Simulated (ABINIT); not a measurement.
Crystal: MnS.

```
CELL_PARAMETERS angstrom
3.95358 0.00000 0.00000
-1.97679 3.42390 0.00000
0.00000 0.00000 6.34253
ATOMIC_POSITIONS crystal
Mn 0.66667 0.33333 0.49884
Mn 0.33333 0.66667 0.99884
S 0.33333 0.66667 0.62615
S 0.66667 0.33333 0.12615
```

The cell is a database's computed one.

* Program: ABINIT 10.8.3 (patched build)
* Task: single point
* Functional: PBEsol
* Potentials or basis: JTH PAW PBE v2.0
* Cutoff: 707 eV
* k mesh: 8 × 8 × 4
* Occupations: fermi-dirac, width 0.05 eV
* Spin: collinear spin, ferromagnetic start
* Starting moments: [4.0, 4.0, 0.0, 0.0] μB

On this cell: pressure -0.3 GPa; largest force 0.276 eV/Å; net moment 9.82 μB per cell; site moments Mn +4.16; S +0.11 μB; band gap on the k mesh none (metal or under the smearing width).

The same run follows on a disturbed copy (atoms moved at random, drawn with an rms of 0.05 Å):

```xyz
4
Lattice="3.9536 0.0000 0.0000 -1.9768 3.4239 0.0000 0.0000 0.0000 6.3425" Properties=species:S:1:pos:R:3 pbc="T T T"
Mn    1.9915    1.1481    3.1772
Mn   -0.0126    2.2810    6.3323
S     0.0215    2.3324    3.9566
S     2.0101    1.1094    0.8400
```

What changes?

The energy (extrapolated to zero smearing) moves by +6.1 meV/atom; pressure -0.2 GPa; largest force 0.612 eV/Å; net moment 9.81 μB per cell; site moments Mn +4.14, +4.17; S +0.11 μB; band gap on the k mesh none (metal or under the smearing width).

Forces on the atoms (eV/Å):
```
Mn   0.031  0.239  0.325
Mn   0.196 -0.122  0.300
S   -0.031 -0.268 -0.065
S   -0.196  0.151 -0.560
```

Stress tensor (GPa, compression positive):
```
-1.94  0.31 -0.33
 0.31 -0.37 -0.13
-0.33 -0.13  1.61
```

Caveats: the PAW data sets were made with another functional, which shifts forces and pressure a little; semilocal functionals often make such compounds metallic where correlation or magnetic order opens a gap, which also shifts bond lengths; only a ferromagnetic start was run, and an antiferromagnetic order may lie lower in energy.
